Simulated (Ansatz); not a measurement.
A run of Ansatz 0.2.0 is set up as follows.

Contents of input.yaml:

```yaml
crystal:
  lattice:
    - [0.0, 2.5663, 2.5663]
    - [2.5663, 0.0, 2.5663]
    - [2.5663, 2.5663, 0.0]
  atoms:
    - { symbol: Sr, position: [0.5, 0.5, 0.5] }
    - { symbol: O, position: [0.0, 0.0, 0.0] }
kpoints:
  mp_grid: { grid: [9, 9, 9] }
scf:
  occupations: { method: gaussian, width: 0.023 }
hamiltonian:
  xc: pbe
  pseudopotentials: { kind: all_electron, lapw: { basis_error: 0.001 } }
output:
  forces: true
  stress: true
  eigenvalues: true
```

Potentials or basis: all-electron LAPW, scalar-relativistic.

Launch:

```sh
$ ansatz run input.yaml --threads 1 --pin off --max-ram 3072MiB --backend cpu --events-out ev --progress --plain --runs-dir out
```

Q: What does it give for the band gap on the k mesh?

A: 3.37 eV, indirect (least direct gap 3.45 eV).

Q: What does it give for the pressure?

A: 3.3 GPa.

Caveat: an odd mesh through Γ misses points on the zone boundary, where band edges often lie.
